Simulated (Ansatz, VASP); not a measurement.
Au: VASP beside Ansatz

```
CELL_PARAMETERS angstrom
0.00000 2.03500 2.03500
2.03500 0.00000 2.03500
2.03500 2.03500 0.00000
ATOMIC_POSITIONS crystal
Au 0.00000 0.00000 0.00000
```

Alike in both runs: functional LDA; k mesh 11 × 11 × 11; occupations fermi-dirac, width 0.05 eV; non-collinear spin, spin-orbit coupling.

```csv
,VASP,Ansatz
version,VASP 6.6.1,Ansatz 0.2.0
potentials or method,"VASP PAW LDA potentials, release 64 (Au)",Ansatz PAW
plane-wave cutoff (eV),520,420
valence electrons in the cell,11,19
task,single point,band structure
```

```csv
,VASP,Ansatz,Ansatz less VASP
gap on the k mesh at the Fermi level (eV),none,none,-
pressure (GPa),-3.8,-4.5,-0.75
net moment per atom (μB),0.00,0.00,0.000
```

A gap of «none» marks a metal or a gap that the smearing closes. The two sets of potentials don't hold the same shells in valence.

Caveats: the PAW data sets come from PBE, with cores solved anew for the run's functional, which leaves a small shift of forces and pressure (Ansatz).
